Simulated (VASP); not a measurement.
Here is a VASP 6.6.1 calculation.

INCAR

```
SYSTEM = Ga
PREC = Accurate
ENCUT = 520
EDIFF = 1E-6
ISMEAR = 0
SIGMA = 0.1
LREAL = .FALSE.
LASPH = .TRUE.
NELM = 120
ALGO = Normal
ISIF = 3
LWAVE = .FALSE.
LCHARG = .FALSE.
GGA = PE
IBRION = 2
NSW = 90
EDIFFG = -0.01
```

File KPOINTS:

```
Automatic mesh
0
G
  17 17 13
  0 0 0
```

Contents of POSCAR:

```
Ga
1.0
    1.3830000000     -4.0265000000      0.0000000000
    1.3830000000      4.0265000000      0.0000000000
   -0.1174474900      0.0000000000      3.3299294400
Ga
2
Direct
    0.8690000000      0.1310000000      0.2500000000
    0.1310000000      0.8690000000      0.7500000000
```

Potentials or basis: VASP PAW PBE potentials, release 64 (Ga_d).

The run is started by

```console
$ cat potpaw_PBE.64/Ga_d/POTCAR > POTCAR
$ mpirun -np 1 vasp_std > vasp.out
```

**Question.** Predict the relaxed cell.

**Answer.** a = 4.304 Å, b = 4.304 Å, c = 3.339 Å, α = 90.02°, β = 90.02°, γ = 141.65°.

**Question.** Predict the space group after relaxing (to 0.05 Å).

**Answer.** Cmcm (No. 63).

**Question.** What does it give for the band gap on the k mesh?

**Answer.** None (metal or under the smearing width).

Forces in eV/Å, atoms in the order of the input:
```
Ga   0.000  0.005  0.000
Ga   0.000 -0.005  0.000
```

PBE usually gives volumes a little too large and moduli too small. Zero-point motion and thermal expansion aren't in these numbers.
